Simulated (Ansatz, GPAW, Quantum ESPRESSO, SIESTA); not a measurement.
**CdGeAs2: programs and potentials compared**

```
Cd As Ge
1.0
    -2.98887    2.98887    5.66430
     2.98887   -2.98887    5.66430
     2.98887    2.98887   -5.66430
Cd As Ge
2 4 2
Cartesian
  0.0000 0.0000 5.6643
  2.9889 0.0000 2.8321
  1.4944 1.3224 -1.4161
  1.6665 -1.4944 7.0804
  1.4944 1.6665 4.2482
  1.3224 4.4833 1.4161
  0.0000 2.9889 2.8321
  0.0000 0.0000 0.0000
```

The cell is a database's computed one, not the measured one.

Alike in all runs: task single point; functional PBE; k mesh 6 × 6 × 6; occupations fermi-dirac, width 0.05 eV; no spin polarisation; no spin-orbit coupling. Pressure is positive in compression and, in plane waves, holds the error of the finite cutoff, which Ansatz's Pulay term estimates and takes out.

| program and potentials | plane-wave cutoff (eV) | notes | band gap (eV) | pressure (GPa) | largest force (eV/Å) |
| --- | --- | --- | --- | --- | --- |
| Ansatz, Ansatz PAW | 420 | 16 valence electrons an atom on average; Pulay term of +0.03 GPa included | 0.19 | 2.18 | 0.143 |
| Quantum ESPRESSO, SSSP 1.3 efficiency PBE | 816 | 9 valence electrons an atom on average | 0.19 | 2.29 | 0.145 |
| SIESTA, files PseudoDojo sr-pbe-0.4.1-standard, DZP (energy shift 0.003 Ry; two zetas on semicore shells) | - | atomic basis; 16 valence electrons an atom on average | 0.20 | 2.85 | 0.389 |
| GPAW, GPAW PAW data sets (gpaw-data 1.2.1) | 600 | 6.5 valence electrons an atom on average | 0.19 | 2.17 | 0.198 |

Force on atom 3 (As), eV/Å:

```tsv
program and potentials	x	y	z
Ansatz, Ansatz PAW	0.000	0.143	0.000
Quantum ESPRESSO, SSSP 1.3 efficiency PBE	0.000	0.145	0.000
SIESTA, files PseudoDojo sr-pbe-0.4.1-standard, DZP (energy shift 0.003 Ry; two zetas on semicore shells)	0.000	0.389	0.000
GPAW, GPAW PAW data sets (gpaw-data 1.2.1)	0.000	0.198	0.000
```

The band gap spans 0.19 (Ansatz, Ansatz PAW) to 0.20 eV (SIESTA, files PseudoDojo sr-pbe-0.4.1-standard, DZP (energy shift 0.003 Ry; two zetas on semicore shells)). The pressure spans 2.17 (GPAW, GPAW PAW data sets (gpaw-data 1.2.1)) to 2.85 GPa (SIESTA, files PseudoDojo sr-pbe-0.4.1-standard, DZP (energy shift 0.003 Ry; two zetas on semicore shells)). Spin-orbit coupling, left out here, moves the band edges of heavy atoms. The gap is indirect and read on the mesh alone, so bands may meet between its points. Rows in atomic bases carry the error of their basis and grid, which can be large.

Differences between rows come from potentials, basis sets and numerical settings, since the functional is the same but for its coding. Runs on potential files found faulty are left out.
